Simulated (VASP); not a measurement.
Consider the following.

```xyz
5
Lattice="9.9979 -2.1380 -0.0324 9.9979 2.1380 -0.0324 9.5526 0.0000 3.6437" Properties=species:S:1:pos:R:3 pbc="T T T"
Sb    11.7906     0.0000     1.4281
Sb    17.7578     0.0000     2.1508
Te    19.9958     0.0000    -0.0649
Te     6.2111     0.0000     0.7523
Te    23.3373     0.0000     2.8266
```

Computed with PBEsol GGA, VASP's PBE PAW potentials (set 64) (plane waves; VASP). Numerical set-up: 400 eV cut-off, 7×7×7 Γ-centred mesh, tetrahedra with Blöchl corrections, potentials Sb Te.

The cores are frozen, which limits the accuracy of field gradients. Without a dispersion term in the relaxation, distances and binding between the weakly bound layers, chains or molecules are unreliable, and so is what depends on them.

Problem. Give the principal components of the electric field gradient (V/Å²) and the asymmetry η at each nucleus.

Solution. 
```tsv
atom	Vxx	Vyy	Vzz	η
Sb1	-1.0	-1.0	2.0	0.00
Sb2	-1.0	-1.0	2.0	0.00
Te3	-47.5	-47.5	95.1	0.00
Te4	-6.0	-6.0	11.9	0.00
Te5	-6.0	-6.0	11.9	0.00
```

The compound is Sb2Te3 in the tetradymite structure. It was relaxed first.
